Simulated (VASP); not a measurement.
# SnTe: NMR shieldings and orbital susceptibility

SnTe, Fm-3m (no. 225), 2 atoms in the cell. PBE, GIPAW shieldings; PAW potentials Te_GW, Sn_d_GW (PBE set).

## Input

INCAR:
```
SYSTEM = SnTe
GGA = PE
PREC = Accurate
ENCUT = 400
EDIFF = 1E-8
LREAL = .FALSE.
LASPH = .TRUE.
ALGO = Normal
NELM = 120
LWAVE = .FALSE.
LCHARG = .FALSE.
LCHIMAG = .TRUE.
LNMR_SYM_RED = .TRUE.
NLSPLINE = .TRUE.
ISMEAR = 0
SIGMA = 0.01
```

KPOINTS:
```
k-points
0
Gamma
  6 6 6
```

POSCAR:
```
SnTe
1.0
    0.0000000000      3.1508500000      3.1508500000
    3.1508500000      0.0000000000      3.1508500000
    3.1508500000      3.1508500000      0.0000000000
Te Sn
1 1
Direct
    0.5000000000      0.5000000000      0.5000000000
    0.0000000000      0.0000000000      0.0000000000
```

Commands:
```
cat potpaw_PBE.64/Te_GW/POTCAR potpaw_PBE.64/Sn_d_GW/POTCAR > POTCAR
mpirun -np 1 vasp_std > vasp.out
```

## Result

- Orbital susceptibility (1e-6 cm³ per mole of cells): 5873.5

Absolute shieldings:

| Atoms | Isotropic (ppm) | Span (ppm) |
|---|---|---|
| Te1 | -1551.6 | 0.0 |
| Sn1 | 30609.5 | 0.0 |

Two forms of the response, pGv and vGv, give 5873.5 and 5285.7 x 10^-6 cm³/mol for the orbital susceptibility of the cell.

The shieldings include the G = 0 term, which follows from the susceptibility (pGv form unless LVGVAPPL = T).

Limits: The pGv and vGv forms of the susceptibility differ by more than 5 %, and the shieldings take over part of that uncertainty through the G = 0 term; the response is non-relativistic, which costs accuracy next to heavy atoms.

VASP 6.6.1 took 581 s on 1 core (Intel Xeon Platinum 8488C (Sapphire Rapids)), a shared host.
